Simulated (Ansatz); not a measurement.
**In3Sb: convergence and cost**

An exercise on one series of results from a longer session: the logs are not shown, and one member is left open.

Method: DFT r2SCAN, scalar-relativistic, plane waves, PAW, in Ansatz 0.2.0.

1 further run of the same task is left out (set aside as unsound or not needed). Runs told in other sessions of the task aren't counted.

### Starting point

Symmetry: Pm-3m, No. 221, cubic system. Conventional cell: a = 4.837 Å, b = 4.837 Å, c = 4.837 Å, α = 90.00°, β = 90.00°, γ = 90.00°. In (site symmetry 4/mmm) is surrounded by 8 In at 3.42 Å and 4 Sb at 3.42 Å. Sb (site symmetry m-3m) has 12 In at 3.42 Å in its first shell of neighbours.

As a file:

```cif
data_structure
_symmetry_space_group_name_H-M 'P 1'
_symmetry_Int_Tables_number 1
_cell_length_a 4.8370
_cell_length_b 4.8370
_cell_length_c 4.8370
_cell_angle_alpha 90.000
_cell_angle_beta 90.000
_cell_angle_gamma 90.000
_cell_volume 113.17
loop_
_atom_site_label
_atom_site_type_symbol
_atom_site_fract_x
_atom_site_fract_y
_atom_site_fract_z
_atom_site_occupancy
In1 In 0.50000 0.50000 0.00000 1
In2 In 0.50000 0.00000 0.50000 1
In3 In 0.00000 0.50000 0.50000 1
Sb1 Sb 0.00000 0.00000 0.00000 1
```

The structure comes from the Materials Project (structure only); it is used as listed.

### The base input

File input.yaml:

```yaml
crystal:
  lattice:
    - [4.836962, 0.0, 0.0]
    - [0.0, 4.836962, 0.0]
    - [0.0, 0.0, 4.836962]
  atoms:
    - { symbol: In, position: [0.5, 0.5, 0.0] }
    - { symbol: In, position: [0.5, 0.0, 0.5] }
    - { symbol: In, position: [0.0, 0.5, 0.5] }
    - { symbol: Sb, position: [0.0, 0.0, 0.0] }
basis:
  ecutwfc: 500
kpoints:
  mp_grid: { grid: [10, 10, 10] }
hamiltonian:
  xc: r2scan
scf:
  occupations: { method: gaussian, width: 0.1 }
output:
  forces: true
  stress: true
  eigenvalues: true
  populations: true
  write_density: true
  write_potential: true
  elf: true
  volumetric_format: npy
```

Its results, from an earlier run: -5833.5876 eV/atom at zero smearing, pressure -1.21 GPa, largest force 0.000 eV/Å, no gap on the mesh, in 8 SCF cycles and 74 s.

The first run:

File input.yaml:

```yaml
crystal:
  lattice:
    - [4.836962, 0.0, 0.0]
    - [0.0, 4.836962, 0.0]
    - [0.0, 0.0, 4.836962]
  atoms:
    - { symbol: In, position: [0.5, 0.5, 0.0] }
    - { symbol: In, position: [0.5, 0.0, 0.5] }
    - { symbol: In, position: [0.0, 0.5, 0.5] }
    - { symbol: Sb, position: [0.0, 0.0, 0.0] }
basis:
  ecutwfc: 150
kpoints:
  mp_grid: { grid: [10, 10, 10] }
hamiltonian:
  xc: r2scan
scf:
  occupations: { method: gaussian, width: 0.1 }
output:
  forces: true
  stress: true
  eigenvalues: true
```

On the command line:

```
$ ansatz run input.yaml --threads 1 --pin off --max-ram 2560MiB --backend cpu --events-out ev --progress --plain --runs-dir out
```

Among the steps run: Plane-wave cutoff set to 150 eV; Plane-wave cutoff: 200 eV; Plane-wave cutoff set to 250 eV; Plane-wave cutoff set to 300 eV; Plane-wave cutoff set to 350 eV; Plane-wave cutoff set to 380 eV; Plane-wave cutoff set to 460 eV; Plane-wave cutoff set to 520 eV; Plane-wave cutoff: 600 eV; Plane-wave cutoff: 700 eV; Plane-wave cutoff: 850 eV.

One of the session's tables, all rows but one given; the rest of the session is left out.

It belongs to the step «The sweep of the plane-wave cutoff side by side». 

```
cutoff (eV)  ΔE (meV/atom)  pressure (GPa)
        150          62335          -34.01
        200           8879           -5.78
        250           1021           -1.75
        300           79.1           -0.96
        350              ?               ?
        380           4.03           -1.19
        460           1.53           -1.20
        500           0.90           -1.21
        520           0.77           -1.21
        600           0.61           -1.21
        700           0.45           -1.21
        850           0.00           -1.21
```

Estimate the missing values for cutoff (eV) = 350.

Worked estimate for «ΔE (meV/atom)». A straight line through the neighbours (300, 79.1) and (380, 4.03) gives 79.1 + (4.03 − 79.1) × (350 − 300) / (380 − 300) = 32.18; a parabola fitted to 4 rows on both sides gives -69.18.

**Answer.** ΔE (meV/atom): 5.90; pressure (GPa): -1.18. In «ΔE (meV/atom)» the line misses by +26.28 and the parabola by -75.08. Between these rows the values bend or scatter more than so simple an estimate can follow.

Caveats from the session: The settings are coarse, so take the values as rough. Warnings in the runs' records: cutoff below recommended.
